# A false metal and its stiffness

Suppose you want to know how much InSb shrinks under a modest pressure, and the calculation reports that InSb is a metal. Do you discard the whole calculation, or only the part that depends on the band gap? InSb is a semiconductor, so something has failed. The numbers below suggest that the failure lies in the gap and leaves no mark larger than about a tenth on the bulk modulus, the resistance to uniform compression.

Nitride, phosphide and antimonide crystals, relaxed with their starting symmetry kept, in Ansatz 0.2.0 (PBEsol, plane-wave PAW, scalar-relativistic, no spin polarisation, cutoff 420 eV). The bulk modulus is the Hill average, with the ions relaxed under strain. Smearing is Fermi-Dirac, and a width of 0 eV means fixed occupations.

| formula | space group | volume per atom (Å³) | shortest distance (Å) | pair at the shortest distance | valence electrons an atom | neighbours of the non-metal within 15 % of its shortest distance | k mesh | smearing width | strain amplitude | bulk modulus from strains (GPa) |
| --- | --- | --- | --- | --- | --- | --- | --- | --- | --- | --- |
| AlN | P6_3mc | 10.46 | 1.891 | Al-N | 4.00 | 4 | 12×12×6 | 0 eV | 0.002 | 200 |
| Al3GaN4 | P-43m | 10.70 | 1.895 | Al-N | 4.00 | 4 | 6×6×6 | 0 eV | 0.002 | 197 |
| AlGa3N4 | P-43m | 11.15 | 1.896 | Al-N | 4.00 | 4 | 6×6×6 | 0 eV | 0.002 | 191 |
| GaN | P6_3mc | 11.37 | 1.946 | Ga-N | 4.00 | 4 | 12×12×6 | 0 eV | 0.002 | 189 |
| Hf3N2 | R-3m | 13.62 | 2.248 | N-Hf | 4.40 | 6 | 12×12×12 | 0.15 eV | 0.005 | 220 |
| InP | F-43m | 25.39 | 2.545 | In-P | 4.00 | 4 | 10×10×10 | 0 eV | 0.002 | 66.8 |
| GaSb | F-43m | 28.53 | 2.646 | Ga-Sb | 4.00 | 4 | 12×12×12 | 0.15 eV | 0.005 | 51.2 |
| InSb | F-43m | 34.64 | 2.823 | In-Sb | 4.00 | 4 | 12×12×12 | 0.15 eV | 0.005 | 42.5 |

**How to recognise the failure.** InSb, GaSb and Hf₃N₂ share a smearing width of 0.15 eV and the larger strain amplitude, the settings used here for metals. Smearing spreads the electrons over levels close to the highest filled one. These settings show how a crystal was treated, but not whether it really is a metal. For a first clue to that, count the electrons.

A non-metal atom in these compounds completes its shell with eight electrons. InSb has 4.00 valence electrons an atom, so its two atoms supply exactly one octet and a gap is possible. Hf₃N₂ has 4.40 an atom, or 22 in five atoms; two nitrogen octets take 16, and six remain for states made largely from hafnium d orbitals. A partly filled set of such states usually makes a metal, though an even number of electrons could still fill whole bands, so the count alone does not settle it.

The computed bands agree with this count. In Hf₃N₂ the filled and empty bands overlap by about 1 eV, whereas in InSb they only touch. Touching bands in a compound with a complete octet are a warning sign: look up the real gap before believing the metal. Rough recalled values are 0.2 eV for InSb and 0.8 eV for GaSb.

**Why the gap closes.** PBEsol works out the exchange and correlation of electrons from the local density and its gradient. The potential obtained in this way lacks the jump that the exact potential makes when an electron is added, so empty levels lie too close to filled ones. In gallium and indium compounds the filled d levels of the metal are also expected to lie too high and to push the top of the filled bands up. InP shows the size of the problem: its computed gap of 0.57 eV is about 0.8 eV below a rough recalled 1.4 eV. The error is not a constant: against rough recalled gaps it is about 2.1 eV for AlN and 1.6 eV for GaN. The value for InP, the nearest neighbour in the table, is already about as large as the measured gap of GaSb. The error in GaSb itself is expected to be somewhat larger, because spin-orbit coupling, which this calculation leaves out, already narrows the measured gap.

What happens next follows from the cubic symmetry of GaSb and InSb. Without spin-orbit coupling, the top of the filled bands is normally a set of three p-like levels with equal energy, and the lowest empty level is s-like. If the error pushes the s-like level below the three, it fills, and the p-like set is left partly empty. The highest filled and lowest empty levels then belong to the same set, and the gap stays exactly zero over a wide range of depths of the s-like level, until bands begin to overlap elsewhere. A printed zero therefore hides the size of the error.

This order of levels is inferred from theory, since the orbital character was not examined. GaSb appears to sit right at the crossing: a run in a cell smaller in volume by less than 0.1 %, with a different smearing, gave a gap of 2 meV. (The volume in the table is that of this smaller cell.) The strains used for the modulus are larger than this difference and are expected to carry GaSb through the crossing, which makes it the most exposed row. Spin-orbit coupling is missing from the calculation, but it would raise the top of the p-like levels and so would not restore the gap.

**Why the stiffness can survive.** The bulk modulus measures how the total energy curves as the crystal is compressed. All filled states contribute to that energy, while the misplaced levels occupy only a small region of the band structure. Theory therefore leads us to expect a small effect on the modulus. The runs give a hint of how little these levels weigh. The smearing of 0.15 eV is about six times the thermal energy at room temperature, yet its entropy term in InSb is only 3.5 meV an atom. Changing to a Gaussian smearing of 0.1 eV in the same cell shifts the pressure by 0.029 GPa, enough to change the volume by less than 0.1 %. The effect of the smearing on the modulus itself was not computed.

A scaling estimate checks whether InSb stands out. Suppose that, for similar bonds and charges, the bond energy varies as $1/d$, where $d$ is the bond length, as it does for an attraction between fixed charges. This is an assumption: a covalent bond energy is usually taken to vary as $1/d^2$, which would give a steeper rule. The modulus $B$ has the unit of energy per volume. With $V$ the volume per atom and $d$ proportional to $V^{1/3}$, this gives $B\propto V^{-4/3}$. Starting from AlN, which has a gap,

$$B_{\mathrm{InSb}}\approx 200\ \mathrm{GPa}\left(\frac{10.46}{34.64}\right)^{4/3}\approx 40.5\ \mathrm{GPa}.$$

The calculation gives 42.5 GPa, and for every other crystal with four neighbours the estimate lies within about 8 % of the computed modulus. The test is coarse. AlN is more ionic than InSb, so the condition of similar bonds and charges is met only loosely, and starting from InP instead puts GaSb 12 % and InSb 4 % too high, so a slight softening of both is not excluded. The exponent is supported by the overall trend of the table rather than derived. An effect of about a tenth could therefore go unnoticed. The moduli of GaSb and InSb, which were run as metals, may also depend on the k mesh, and this was not tested. The analysis printed below gives the estimate for each row.

**Where the estimate itself fails.** For Hf₃N₂ it gives 141 GPa, against a computed 220 GPa. The rule assumes the bonding of AlN, but here nitrogen has six neighbours, and hafnium d electrons may add bonding of their own. Both can stiffen the crystal, and the table cannot separate them. The modulus of this metal may also depend on the k mesh, which was not tested, so its 10 % lead over AlN is less secure than the large contrast between nitrides and antimonides.

**What to do.** Keep the bulk moduli of GaSb and InSb for ranking and for rough estimates of compression under pressure; there are no measured moduli here to justify a tighter tolerance. Do not take optical absorption or carrier numbers from the same bands. For those, recompute the bands with a hybrid functional, including spin-orbit coupling. If you go on to GW, start from the hybrid bands, since a single correction applied to the PBEsol bands can inherit their wrong order of levels.

The analysis program printed:

```
Gap, valence density and modulus scaled from AlN:
      row  gap_eV  electrons_per_A3  estimate_GPa  miss_percent
      AlN   4.095            0.3824           200             0
  Al3GaN4   3.321            0.3738           194        -1.502
  AlGa3N4    2.29            0.3587         183.7        -3.838
      GaN   1.875            0.3518         178.9        -5.319
    Hf3N2  -1.054            0.3231         140.7        -36.06
      InP    0.57            0.1575         61.31        -8.221
     GaSb       0            0.1402         52.48         2.502
     InSb       0            0.1155         40.52        -4.666
Largest miss among four-coordinate rows, AlN as reference (percent): 8.221
Miss for GaSb with InP as reference (percent): 11.68
Miss for InSb with InP as reference (percent): 3.873
Modulus of AlN over that of InSb: 4.706
Volume per atom of InSb over that of AlN: 3.312
Modulus of Hf3N2 above that of AlN (percent): 10
Computed modulus of Hf3N2 over its estimate: 1.564
Valence density of Hf3N2 over that of AlN: 0.8448
Electrons left per formula of Hf3N2 after two anion octets: 6
Electrons left per formula of InSb after one anion octet: 0
Gap of AlN short of the rough recalled 6.2 eV by (eV): 2.105
Gap of GaN short of the rough recalled 3.5 eV by (eV): 1.625
Gap of InP short of the rough recalled 1.4 eV by (eV): 0.83
Volume of the GaSb cell with touching bands above that of the cell with a 2 meV gap (percent): 0.08353
Smearing entropy term of GaSb (meV per atom): 3.295
Smearing entropy term of InSb (meV per atom): 3.521
Smearing entropy term of Hf3N2 (meV per atom): 28.25
```
